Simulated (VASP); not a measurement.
Here is a VASP 6.6.1 calculation.

Contents of INCAR:

```
SYSTEM = Si
PREC = Accurate
ENCUT = 600
EDIFF = 1E-6
ISMEAR = 0
SIGMA = 0.03
LREAL = .FALSE.
LASPH = .TRUE.
NELM = 80
ALGO = Normal
ISIF = 3
LWAVE = .FALSE.
LCHARG = .FALSE.
METAGGA = R2SCAN
LMIXTAU = .TRUE.
IBRION = 2
NSW = 90
EDIFFG = -0.01
PSTRESS = 158.0
```

Contents of KPOINTS:

```
Automatic mesh
0
G
  12 12 12
  0 0 0
```

POSCAR

```
Si
1.0
   -2.2510000000      2.3685000000      1.2750000000
    2.2510000000     -2.3685000000      1.2750000000
    2.2510000000      2.3685000000     -1.2750000000
Si
2
Direct
    0.8070000000      0.0570000000      0.7500000000
    0.1930000000      0.9430000000      0.2500000000
```

Potentials or basis: VASP PAW PBE potentials, release 64 (Si).

The run is started by

```bash
$ cat potpaw_PBE.64/Si/POTCAR > POTCAR
$ mpirun -np 1 vasp_std > vasp.out
```

Estimate the band gap on the k mesh.

none (metal or under the smearing width).

Estimate the space group after relaxing (to 0.05 Å).

P6/mmm (No. 191).

Forces in eV/Å, atoms in the order of the input:
```
Si   0.000  0.000 -0.003
Si   0.000  0.000  0.003
```

Caveat: the cell is relaxed towards a set pressure, so the enthalpy falls and the energy may rise; the PAW data sets were made with another functional, which shifts forces and pressure a little.
